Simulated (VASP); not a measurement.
# PtS2 (P-3m1) in VASP: settings compared, part 3 of 3

VASP 6.6.1. Earlier steps stand in the parts before.

### Step 6. Optical spectrum, PBEsol

Contents of INCAR:

```
SYSTEM = PtS2
PREC = Accurate
ENCUT = 520
EDIFF = 1E-6
ISMEAR = 0
SIGMA = 0.02
LREAL = .False.
LASPH = .True.
NELM = 60
ALGO = Normal
ISIF = 2
LWAVE = .False.
LCHARG = .False.
GGA = PS
LOPTICS = .True.
NBANDS = 59
NEDOS = 1000
CSHIFT = 0.1
```

Contents of KPOINTS:

```
Automatic mesh
0
Gamma
  9 9 5
  0 0 0
```

Contents of POSCAR:

```
PtS2
1.0
    3.5432000000      0.0000000000      0.0000000000
   -1.7716000000      3.0685012107      0.0000000000
    0.0000000000      0.0000000000      5.0388000000
Pt S
1 2
Direct
    0.0000000000      0.0000000000      0.0000000000
    0.6666666667      0.3333333333      0.7730000000
    0.3333333333      0.6666666667      0.2270000000
```

Potentials or basis: VASP PAW PBE potentials, release 64 (Pt, S).

On the command line:

```
> cat potpaw_PBE.64/Pt/POTCAR potpaw_PBE.64/S/POTCAR > POTCAR
> mpirun -np 1 vasp_std > vasp.out
```

OUTCAR:

```text
SYSTEM = PtS2
   PREC = Accurate
   ENCUT = 520
   EDIFF = 1E-6
   ISMEAR = 0
   LREAL = .False.
   LASPH = .True.
   NELM = 60
   ISIF = 2
   GGA = PS

 ion  position               nearest neighbor table
   1  0.000  0.000  0.000-   2 2.34   3 2.34   2 2.34   3 2.34   2 2.34   3 2.34
   2  0.667  0.333  0.773-   1 2.34   1 2.34   1 2.34
   3  0.333  0.667  0.227-   1 2.34   1 2.34   1 2.34
[... 974 lines left out ...]
     2.86545     4.32554     4.32554     7.60989     0.00000     0.00000    -0.00000
     3.58181    -0.99905    -0.99905     3.40073    -0.00000    -0.00000     0.00000
[... 92 lines left out ...]
    70.20345     0.86549     0.86549     0.86388    -0.00000     0.00000    -0.00000
    70.91981     0.86856     0.86856     0.86701    -0.00000     0.00000    -0.00000

  frequency dependent IMAGINARY DIELECTRIC FUNCTION (independent particle, no local field effects) current-current
     E(ev)      X         Y         Z        XY        YZ        ZX
  --------------------------------------------------------------------------------------------------------------
     0.00000    53.58184    53.58184    34.16847    -0.00000     0.00000     0.00000
     0.71636     6.79008     6.79008     5.30192    -0.00000     0.00000     0.00000
     1.43272    13.67156    13.67156     9.10033    -0.00000     0.00000     0.00000
     2.14909    22.84136    22.84136     8.84292     0.00000     0.00000     0.00000
     2.86545    18.20324    18.20324     5.98331     0.00000    -0.00000    -0.00000
     3.58181    13.98584    13.98584     8.71466    -0.00000    -0.00000     0.00000
[... 92 lines left out ...]
    70.20345     0.00005     0.00005     0.00006    -0.00000     0.00000    -0.00000
    70.91981     0.00005     0.00005     0.00005    -0.00000     0.00000    -0.00000

  frequency dependent      REAL DIELECTRIC FUNCTION (independent particle, no local field effects) current-current
     E(ev)        X           Y           Z          XY          YZ          ZX
  --------------------------------------------------------------------------------------------------------------
     0.00000    20.03046    20.03046    13.08884    -0.00000     0.00000     0.00000
     0.71636    22.13923    22.13923    15.30692    -0.00000     0.00000     0.00000
     1.43272    28.64021    28.64021    11.11451     0.00000    -0.00000    -0.00000
     2.14909    18.11988    18.11988     6.57399    -0.00000    -0.00000    -0.00000
     2.86545     3.08006     3.08006     7.23501     0.00000    -0.00000    -0.00000
     3.58181    -1.77104    -1.77104     2.92971    -0.00000     0.00000    -0.00000
[... 92 lines left out ...]
    70.20345     0.86554     0.86554     0.86390     0.00000    -0.00000     0.00000
    70.91981     0.86860     0.86860     0.86703     0.00000    -0.00000     0.00000
```

stdout:

```text
POSCAR found type information on POSCAR PtS
 POSCAR found :  2 types and       3 ions
 scaLAPACK will be used
 -----------------------------------------------------------------------------
|                                                                             |
|                                                                             |
|     You enforced a specific xc type in the INCAR file but a different       |
|     I HOPE YOU KNOW WHAT YOU ARE DOING!                                     |
|                                                                             |
 -----------------------------------------------------------------------------

 LDA part: xc-table for (Slater+PW92), standard interpolation
 POSCAR, INCAR and KPOINTS ok, starting setup
 FFT: planning ... GRIDC
 FFT: planning ... GRID_SOFT
 FFT: planning ... GRID
 WAVECAR not read
 entering main loop
 optical routines
 imaginary and real dielectric function
 recalculating local potential from charge density
 direction            1
 direction            2
 direction            3
```

Run time: 2.1 min. Hardware: 1 thread of Intel Xeon Platinum 8259CL at 2.50GHz (Skylake/Cascade Lake), shared host; peak memory 0.3 GiB.

What came out:

- Free energy: -16.9313 eV
- Pressure: 6.1 GPa
- Largest force: 0.930 eV/Å
- Band gap on the k mesh: 0.96 eV, indirect (least direct gap 1.00 eV)

Forces on the atoms (eV/Å):
```
Pt   0.000  0.000  0.000
S    0.000  0.000 -0.930
S    0.000  0.000  0.930
```

Levels at points of the mesh, in eV from the valence-band top:
```tsv
k point	band 7	band 8	band 9	band 10	band 11	band 12	band 13	band 14	band 15	band 16
(0.00, 0.00, 0.00)	-4.02	-1.82	-1.15	-1.15	-0.14	2.43	2.43	4.65	5.60	7.83
```

Dielectric function (mean over the directions given):
```tsv
energy (eV)	real part	imaginary part
0.29	18.16	0.22
0.93	22.34	3.46
1.58	22.39	14.71
2.29	12.69	20.70
2.94	5.19	13.91
3.65	0.63	12.52
4.30	-1.61	6.61
5.01	0.53	4.24
5.66	4.45	4.68
6.38	2.89	7.18
7.02	1.71	7.51
7.74	1.59	6.69
8.38	-1.13	6.16
9.10	-1.56	3.70
9.74	0.08	3.00
10.46	1.25	3.62
11.10	0.77	3.84
11.82	-0.14	4.45
12.46	-0.36	4.17
13.18	-1.34	3.11
13.83	-1.18	3.15
14.54	-1.56	2.42
15.19	-1.31	2.33
15.90	-1.34	1.57
16.55	-1.15	1.33
17.26	-0.89	1.08
17.91	-0.60	0.82
18.63	-0.65	0.87
19.27	-0.46	0.74
19.99	-0.37	0.58
```

Caveat: spectra need much finer meshes, so this one isn't converged; independent-particle spectra lack excitons; the PAW data sets were made with another functional, which shifts forces and pressure a little; spin-orbit coupling is left out, which moves the levels of the heavy elements; an odd mesh through Γ misses points on the zone boundary, where band edges often lie.

### Step 7. For comparison

An earlier run on the cell as given: functional PBEsol; potentials or basis VASP PAW PBE potentials, release 64 (Pt, S); cutoff 520 eV; k mesh 9 × 9 × 5; occupations fermi-dirac, width 0.05 eV; no spin polarisation.

* Pressure: 6.1 GPa
* Largest force: 0.930 eV/Å
* Band gap on the k mesh: 0.96 eV, indirect (least direct gap 1.00 eV)

### Step 8. Summary

| task | level | potentials or basis | cutoff (eV) | smearing | ladder | gap on the mesh (eV) | pressure (GPa) | largest force (eV/Å) |
| --- | --- | --- | --- | --- | --- | --- | --- | --- |
| band structure | PBE | VASP PAW PBE potentials, release 64 (Pt, S) | 520 | fermi-dirac 0.05 eV | - | 1.03 | 11.1 | 1.21 |
| band structure | PBE | VASP PAW PBE potentials, release 64 (Pt_sv_GW, S_GW) | 600 | fermi-dirac 0.05 eV | - | 1.01 | 11.4 | 1.27 |
| band structure | PBE | VASP PAW PBE potentials, release 64 (Pt_GW, S_GW) | 550 | fermi-dirac 0.05 eV | - | 1.01 | - | - |
| Born charges and dielectric tensor | PBEsol | VASP PAW PBE potentials, release 64 (Pt, S) | 520 | gaussian 0.02 eV | - | 0.96 | - | - |
| optical spectrum | PBEsol | VASP PAW PBE potentials, release 64 (Pt, S) | 520 | gaussian 0.02 eV | - | 0.96 | 6.1 | 0.93 |
| single point | PBEsol | VASP PAW PBE potentials, release 64 (Pt, S) | 520 | fermi-dirac 0.05 eV | free | 0.96 | 6.1 | 0.93 |

Alike in all rows: no spin polarisation; cell as given; k mesh 9 × 9 × 5.

Caveats: spin-orbit coupling is left out, which moves the levels of the heavy elements; the PAW data sets were made with another functional, which shifts forces and pressure a little (some runs); an odd mesh through Γ misses points on the zone boundary, where band edges often lie (some runs); forces of over 1 eV/Å show positions far from the minimum, so gaps and moduli don't describe the material at rest (some runs); spectra need much finer meshes, so this one isn't converged (some runs); independent-particle spectra lack excitons (some runs).

Total energies depend on the potentials used, so only differences within one code and one set of settings carry meaning.
